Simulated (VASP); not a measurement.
# GaP (F-43m) in VASP: a series of runs, part 2 of 2

VASP 6.6.1. Earlier steps stand in the parts before.

## Step 4: Dielectric tensor, LDA

Contents of INCAR:

```
SYSTEM = GaP
  ALGO = Normal
  EDIFF = 1E-8
  ENCUT = 650
  ISIF = 2
  ISMEAR = 0
  LASPH = .True.
  LCHARG = .False.
  LEPSILON = .True.
  LREAL = .False.
  LWAVE = .False.
  NELM = 100
  PREC = Accurate
  SIGMA = 0.01
```

Contents of KPOINTS:

```
k-points
0
Gamma
  8 8 8
  0 0 0
```

Contents of POSCAR:

```
GaP
1.0
    0.0000000000      2.7252500000      2.7252500000
    2.7252500000      0.0000000000      2.7252500000
    2.7252500000      2.7252500000      0.0000000000
Ga P
1 1
Direct
    0.0000000000      0.0000000000      0.0000000000
    0.7500000000      0.7500000000      0.7500000000
```

Potentials or basis: VASP PAW LDA potentials, release 64 (Ga_d, P).

Run with:

```console
$ cat potpaw_LDA.64/Ga_d/POTCAR potpaw_LDA.64/P/POTCAR > POTCAR
$ mpirun -np 1 vasp_std > vasp.out
```

OUTCAR:

```text
SYSTEM = GaP
   EDIFF = 1E-8
   ENCUT = 650
   ISIF = 2
   ISMEAR = 0
   LASPH = .True.
   LEPSILON = .True.
   LREAL = .False.
   NELM = 100
   PREC = Accurate

 Found     29 irreducible k-points:

 Following reciprocal coordinates:
            Coordinates               Weight
  0.000000  0.000000  0.000000      1.000000
  0.125000  0.000000  0.000000      8.000000
  0.250000  0.000000  0.000000      8.000000
  0.375000  0.000000  0.000000      8.000000
  0.500000  0.000000  0.000000      4.000000
  0.125000  0.125000  0.000000      6.000000
   k-points           NKPTS =     29   k-points in BZ     NKDIM =     29   number of bands    NBANDS=     13
   number of dos      NEDOS =    301   number of ions     NIONS =      2
   total plane-waves  NPLWV =  32768
   dimension x,y,z NGX =    32 NGY =   32 NGZ =   32
   dimension x,y,z NGXF=    64 NGYF=   64 NGZF=   64
   ions per type =               1   1
   NGX,Y,Z   is equivalent  to a cutoff of  13.80, 13.80, 13.80 a.u.
   NGXF,Y,Z  is equivalent  to a cutoff of  27.61, 27.61, 27.61 a.u.
 SYSTEM =  GaP
   PREC   = accura    normal or accurate (medium, high low for compatibility)
   ISTART =      0    job   : 0-new  1-cont  2-samecut
   ICHARG =      2    charge: 1-file 2-atom 10-const
   ISPIN  =      1    spin polarized calculation?
   LNONCOLLINEAR =      F non collinear calculations
   LSORBIT =      F    spin-orbit coupling
   LASPH  =      T    aspherical Exc in radial PAW
   ENCUT  =  650.0 eV  47.77 Ry    6.91 a.u.   8.01  8.01  8.01*2*pi/ulx,y,z
   NELM   =    100;   NELMIN=  2; NELMDL= -5     # of ELM steps
   EDIFF  = 0.1E-07   stopping-criterion for ELM
   LREAL  =      F    real-space projection
   EDIFFG = 0.1E-06   stopping-criterion for IOM
   NSW    =      0    number of steps for IOM
   IBRION =     -1    ionic relax: 0-MD 1-quasi-New 2-CG
   NFREE  =      0    steps in history (QN), initial steepest desc. (CG)
   ISIF   =      2    stress and relaxation
   ISYM   =      2    0-nonsym 1-usesym 2-fastsym
   POTIM  = 0.5000    time-step for ionic-motion
   TEBEG  =    0.0;   TEEND  =   0.0 temperature during run
   PSTRESS=    0.0 pullay stress
   NELECT =      18.0000    total number of electrons
   NUPDOWN=      -1.0000    fix difference up-down
   EMIN   =  10.00;   EMAX   =-10.00  energy-range for DOS
   EFERMI =   0.00;   METHOD = LEGACY
[... 169 lines left out ...]
 Free energy of the ion-electron system (eV)
  ---------------------------------------------------
  ---------------------------------------------------
  free energy    TOTEN  =        -1.28693951 eV

  energy without entropy =       -1.28693951

------------------------ aborting loop because EDIFF is reached ----------------------------------------

--------------------------------------- Ionic step        2  -------------------------------------------

------------------------ aborting loop because EDIFF is reached ----------------------------------------

--------------------------------------- Ionic step        3  -------------------------------------------

 Free energy of the ion-electron system (eV)
  ---------------------------------------------------
  ---------------------------------------------------
  free energy    TOTEN  =        -1.28693866 eV

  energy without entropy =       -1.28693866

------------------------ aborting loop because EDIFF is reached ----------------------------------------

 PIEZOELECTRIC TENSOR FIELD DIRECTION 3  (e Angst)
 -----------------------------------------------------------------------------
    -0.00030  2.04232  0.00000           (  0.00000  0.03684  0.00000)
     2.04232 -0.00030  0.00000           (  0.03684  0.00000  0.00000)
     0.00000  0.00000 -0.00120           (  0.00000  0.00000 -0.00000)

 PIEZOELECTRIC TENSOR FIELD DIRECTION 3  (C/m^2)
 -----------------------------------------------------------------------------
    -0.00012  0.80832  0.00000
     0.80832 -0.00012  0.00000
     0.00000  0.00000 -0.00047

 MACROSCOPIC STATIC DIELECTRIC TENSOR (including local field effects in DFT)
 ------------------------------------------------------
          11.910056     0.000000     0.000000
           0.000000    11.910056     0.000000
           0.000000    -0.000000    11.910056
 ------------------------------------------------------

 PIEZOELECTRIC TENSOR (including local field effects)  for field in x, y, z        (e  Angst)
          XX          YY          ZZ          XY          YZ          ZX
  --------------------------------------------------------------------------------
  x    -0.00000     0.00000    -0.00000     0.00000     2.04981     0.00000
  y     0.00000     0.00000     0.00000     0.00000    -0.00000     2.04981
  z     0.00000    -0.00000    -0.00000     2.04981     0.00000     0.00000

 PIEZOELECTRIC TENSOR (including local field effects)  for field in x, y, z        (C/m^2)
          XX          YY          ZZ          XY          YZ          ZX
  --------------------------------------------------------------------------------
  x    -0.00000     0.00000    -0.00000     0.00000     0.81129     0.00000
  y     0.00000     0.00000     0.00000     0.00000    -0.00000     0.81129
  z     0.00000    -0.00000    -0.00000     0.81129     0.00000     0.00000

 BORN EFFECTIVE CHARGES (including local field effects) (in |e|, cummulative output)
 ---------------------------------------------------------------------------------
 ion    1
    1     2.17946     0.00000     0.00000
    2     0.00000     2.17946     0.00000
    3     0.00000     0.00000     2.17946
 ion    2
    1    -2.17946    -0.00000     0.00000
    2    -0.00000    -2.17946    -0.00000
    3     0.00000    -0.00000    -2.17946
```

stdout:

```text
POSCAR found type information on POSCAR GaP
 POSCAR found :  2 types and       2 ions
 scaLAPACK will be used
 LDA part: xc-table for (Slater(with rela. corr.)+CA(PZ))
 , standard interpolation
 POSCAR, INCAR and KPOINTS ok, starting setup
 FFT: planning ... GRIDC
 FFT: planning ... GRID_SOFT
 FFT: planning ... GRID
 WAVECAR not read
 entering main loop
 Linear response reoptimize wavefunctions to high precision
 Linear response G [H, r] |phi>, progress :
  Direction:   1
 Linear response G [H, r] |phi>, progress :
  Direction:   2
 Linear response G [H, r] |phi>, progress :
  Direction:   3
 Linear response to external field (no local field effect), progress :
  Direction:   1
 dielectric tensor                  component  1 :    15.226     8.073     1.861
 Linear response to external field (no local field effect), progress :
  Direction:   2
 dielectric tensor                  component  2 :     8.072    15.556    -2.167
 Linear response to external field (no local field effect), progress :
  Direction:   3
 dielectric tensor                  component  3 :     1.865    -2.168     7.127
 Linear response to external field, progress :
  Direction:   1
 dielectric tensor                  component  1 :    11.910     3.770     1.693
 Linear response to external field, progress :
  Direction:   2
 dielectric tensor                  component  2 :     3.674    11.910     1.599
 Linear response to external field, progress :
  Direction:   3
 dielectric tensor                  component  3 :     2.948     2.514    11.910
 Born effective charges drift removed
```

Wall time 2.8 min (1 thread of Intel Xeon Platinum 8488C (Sapphire Rapids), shared host); peak memory 0.32 GiB.

The run converged, but some of its settings lie outside the range that counts as converged, so its numbers aren't taken as properties of the crystal.

What came out:

- Band gap on the k mesh: 1.49 eV, indirect (least direct gap 1.64 eV)
- Electronic dielectric tensor (diagonal): 11.91
- Born charges (mean of the diagonal): Ga +2.18; P -2.18 e

## Step 5: Dielectric tensor, LDA

Edit INCAR of step 4 so:

```diff
@@ -3,3 +3,3 @@
   EDIFF = 1E-8
-  ENCUT = 650
+  ENCUT = 520
   ISIF = 2
```

Contents of KPOINTS:

```
k-points
0
Gamma
  10 10 10
  0 0 0
```

POSCAR is that of step 4.

Potentials or basis: VASP PAW LDA potentials, release 64 (Ga_d, P).

Run with:

```console
$ cat potpaw_LDA.64/Ga_d/POTCAR potpaw_LDA.64/P/POTCAR > POTCAR
$ mpirun -np 1 vasp_std > vasp.out
```

OUTCAR:

```text
SYSTEM = GaP
   EDIFF = 1E-8
   ENCUT = 520
   ISIF = 2
   ISMEAR = 0
   LASPH = .True.
   LEPSILON = .True.
   LREAL = .False.
   NELM = 100
   PREC = Accurate

 Found     47 irreducible k-points:

 Following reciprocal coordinates:
            Coordinates               Weight
  0.000000  0.000000  0.000000      1.000000
  0.100000  0.000000  0.000000      8.000000
  0.200000  0.000000  0.000000      8.000000
  0.300000  0.000000  0.000000      8.000000
  0.400000  0.000000  0.000000      8.000000
  0.500000  0.000000  0.000000      4.000000
   k-points           NKPTS =     47   k-points in BZ     NKDIM =     47   number of bands    NBANDS=     13
   number of dos      NEDOS =    301   number of ions     NIONS =      2
   total plane-waves  NPLWV =  27000
   dimension x,y,z NGX =    30 NGY =   30 NGZ =   30
[... 235 lines left out ...]
     0.00000  0.00000 -0.00060

 MACROSCOPIC STATIC DIELECTRIC TENSOR (including local field effects in DFT)
 ------------------------------------------------------
          11.225525     0.000000    -0.000000
          -0.000000    11.225525     0.000000
          -0.000000    -0.000000    11.225525
 ------------------------------------------------------

 PIEZOELECTRIC TENSOR (including local field effects)  for field in x, y, z        (e  Angst)
          XX          YY          ZZ          XY          YZ          ZX
  --------------------------------------------------------------------------------
  x     0.00000     0.00000     0.00000     0.00000     2.00452     0.00000
  y    -0.00000     0.00000    -0.00000     0.00000     0.00000     2.00452
  z     0.00000    -0.00000     0.00000     2.00452     0.00000     0.00000

 PIEZOELECTRIC TENSOR (including local field effects)  for field in x, y, z        (C/m^2)
          XX          YY          ZZ          XY          YZ          ZX
  --------------------------------------------------------------------------------
  x     0.00000     0.00000     0.00000     0.00000     0.79336     0.00000
  y    -0.00000     0.00000    -0.00000     0.00000     0.00000     0.79336
  z     0.00000    -0.00000     0.00000     0.79336     0.00000     0.00000

 BORN EFFECTIVE CHARGES (including local field effects) (in |e|, cummulative output)
 ---------------------------------------------------------------------------------
 ion    1
    1     2.13542     0.00000     0.00000
    2     0.00000     2.13542    -0.00000
    3    -0.00000     0.00000     2.13542
 ion    2
    1    -2.13542     0.00000     0.00000
    2    -0.00000    -2.13542     0.00000
    3     0.00000    -0.00000    -2.13542
```

stdout:

```text
POSCAR found type information on POSCAR GaP
 POSCAR found :  2 types and       2 ions
 scaLAPACK will be used
 LDA part: xc-table for (Slater(with rela. corr.)+CA(PZ))
 , standard interpolation
 POSCAR, INCAR and KPOINTS ok, starting setup
 FFT: planning ... GRIDC
 FFT: planning ... GRID_SOFT
 FFT: planning ... GRID
 WAVECAR not read
 entering main loop
 Linear response reoptimize wavefunctions to high precision
 Linear response G [H, r] |phi>, progress :
  Direction:   1
 Linear response G [H, r] |phi>, progress :
  Direction:   2
 Linear response G [H, r] |phi>, progress :
  Direction:   3
 Linear response to external field (no local field effect), progress :
  Direction:   1
 dielectric tensor                  component  1 :    14.404     7.767     1.572
 Linear response to external field (no local field effect), progress :
  Direction:   2
 dielectric tensor                  component  2 :     7.766    14.965    -2.062
 Linear response to external field (no local field effect), progress :
  Direction:   3
 dielectric tensor                  component  3 :     1.577    -2.063     6.484
 Linear response to external field, progress :
  Direction:   1
 dielectric tensor                  component  1 :    11.226     3.212     1.679
 Linear response to external field, progress :
  Direction:   2
 dielectric tensor                  component  2 :     2.968    11.226     1.637
 Linear response to external field, progress :
  Direction:   3
 dielectric tensor                  component  3 :     2.441     2.449    11.226
 Born effective charges drift removed
```

Wall time 6.1 min (1 thread of Intel Xeon Platinum 8488C (Sapphire Rapids), shared host); peak memory 0.35 GiB.

The run converged, but some of its settings lie outside the range that counts as converged, so its numbers aren't taken as properties of the crystal.

What came out:

```
Band gap on the k mesh                  : 1.45 eV, indirect (least direct gap 1.64 eV)
Electronic dielectric tensor (diagonal) : 11.23
Born charges (mean of the diagonal)     : Ga +2.14; P -2.14 e
```
